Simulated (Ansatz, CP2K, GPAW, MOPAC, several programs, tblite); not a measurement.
# What cheap methods get right for SnO

How much accuracy does each second buy? SnO is computed with 10 methods, from the cheapest up to r2SCAN.

Program: MOPAC, tblite, CP2K, GPAW, Ansatz (versions at each run). Level of theory: no spin polarisation, static lattice; gaps from single points on the cell relaxed beforehand with r²SCAN. These are calculated values, not measurements.

### 1 The starting structure

The structure is cubic, space group F-43m (No. 216). Conventional cell: a = 5.416 Å, b = 5.416 Å, c = 5.416 Å, α = 90.00°, β = 90.00°, γ = 90.00°. Sn (site symmetry -43m) has 4 O at 2.35 Å as nearest neighbours. Around O (site symmetry -43m) lie 4 Sn at 2.35 Å.

As a file:

```xyz
2
Lattice="0.0000 2.7082 2.7082 2.7082 0.0000 2.7082 2.7082 2.7082 0.0000" Properties=species:S:1:pos:R:3 pbc="T T T"
Sn    0.0000    0.0000    0.0000
O     1.3541    1.3541    1.3541
```

The structure type (zincblende) is imposed and need not be the compound's stable one.

**Question.** The methods are PM6, PM7, GFN1-xTB (tblite), GFN2-xTB (tblite), PBE/DZVP, PBE/single-zeta, PBE/SZV, coarse PBE, PBE, r2SCAN. What gap does r2SCAN give on this cell, and which other methods (full PBE left aside) come nearest to r2SCAN and farthest in gap, volume and bulk modulus?

| quantity | value |
| --- | --- |
| r2SCAN | no gap, 19.86 Å³/atom, B₀ 71 GPa |
| gap: nearest and farthest of the other methods | PBE/DZVP, PBE/single-zeta, PBE/SZV, coarse PBE (about 0.00 eV off); PM7 (+3.85 eV) |
| volume: nearest and farthest of the other methods | GFN1-xTB (tblite) (-6.7 %), PBE/DZVP (+6.9 %) |
| bulk modulus: nearest and farthest of the other methods | PBE/DZVP (-16 %), GFN1-xTB (tblite) (+61 %) |

In words: For the gap (full PBE left aside), PBE/DZVP, PBE/single-zeta, PBE/SZV, coarse PBE tie for nearest to r2SCAN; PM7 is farthest. Among the 2 methods compared for the volume (full PBE left aside), GFN1-xTB (tblite) is nearest to r2SCAN and PBE/DZVP farthest. Among the 2 methods compared for the bulk modulus (full PBE left aside), PBE/DZVP is nearest to r2SCAN and GFN1-xTB (tblite) farthest. A minimal basis or a coarse cutoff and mesh shifts results by its own error, so closeness to r2SCAN can be chance. Cluster runs see only the k-points that fold onto the zone centre, so their gaps can miss the band edges. No volume is given for PM6, PM7, GFN2-xTB (tblite), PBE/single-zeta, PBE/SZV, coarse PBE, which can hide a larger miss. Overlaps count as a gap of zero in the misses; they are PBE/DZVP -0.22, PBE/SZV -0.07, coarse PBE -0.21, PBE -0.19, r2SCAN -0.19 eV. CPU times run from 0.86 s (coarse PBE) to 25 s (PM7). On this cell PM7, PBE/DZVP, PBE/SZV cost more than r2SCAN itself (5.8 s), so they are no saving here. A cluster method computes far more atoms than the primitive cell, so on a small crystal it can cost more than plane waves. PM6, PM7, GFN1-xTB (tblite), GFN2-xTB (tblite) disagree with r2SCAN even on whether there is a gap. Semilocal functionals can close a small real gap, so r2SCAN's «no gap» may be its own error. r2SCAN is a yardstick, not the truth. Spin-orbit coupling is left out throughout.
